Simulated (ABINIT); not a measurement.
Runs of ABINIT 10.8.3 (patched build) on AlPt. The structure is cubic, space group Pm-3m (No. 221). The conventional cell has a = 3.092 Å, b = 3.092 Å, c = 3.092 Å, α = 90.00°, β = 90.00°, γ = 90.00°. Around Pt (site symmetry m-3m) lie 8 Al at 2.68 Å. Around Al (site symmetry m-3m) lie 8 Pt at 2.68 Å. Measurements of this composition are mostly on another form, of space group No. 198.

| task | cell | k mesh | cutoff (eV) | smearing | cutoff smearing ecutsm (Ha) | bands in the sums | broadening (eV) | scissor shift (eV) | tensor components | gap on the mesh (eV) | pressure (GPa) |
| --- | --- | --- | --- | --- | --- | --- | --- | --- | --- | --- | --- |
| optical spectrum | cell relaxed at zero pressure by an earlier run | 16 × 16 × 16, shifted | 1088 | fermi-dirac 0.136 eV | 0.5 | 18 | 0.15 | 0 | [11] | - | 0.3 |
| relaxation of cell and atoms | relaxed | 7 × 7 × 7 | 1088 | fermi-dirac 0.05 eV | 0.5 | - | - | - | - | none | 0.0 |
| single point | cell relaxed | 7 × 7 × 7 | 1088 | fermi-dirac 0.05 eV | - | - | - | - | - | none | (a) |
| single point | as given | 7 × 7 × 7 | 952 | fermi-dirac 0.05 eV | - | - | - | - | - | none | - |
| phonons | as given | 12 × 12 × 12 | 952 | gaussian 0.136 eV | - | - | - | - | - | none | - |

Alike in all rows: level LDA; potentials or basis PseudoDojo NC SR LDA v0.4.1 standard; no spin polarisation.

Task: Fill in the values left out.

Result: (a) -0.1.

Caveats: the intraband (Drude) term is left out (some runs); spectra need much finer meshes, so this one isn't converged (some runs); independent-particle spectra lack excitons (some runs).

A k mesh can miss the band edges, and the runs leave out spin-orbit coupling on Pt.

A gap of «none» marks a metal or a gap under the smearing width.
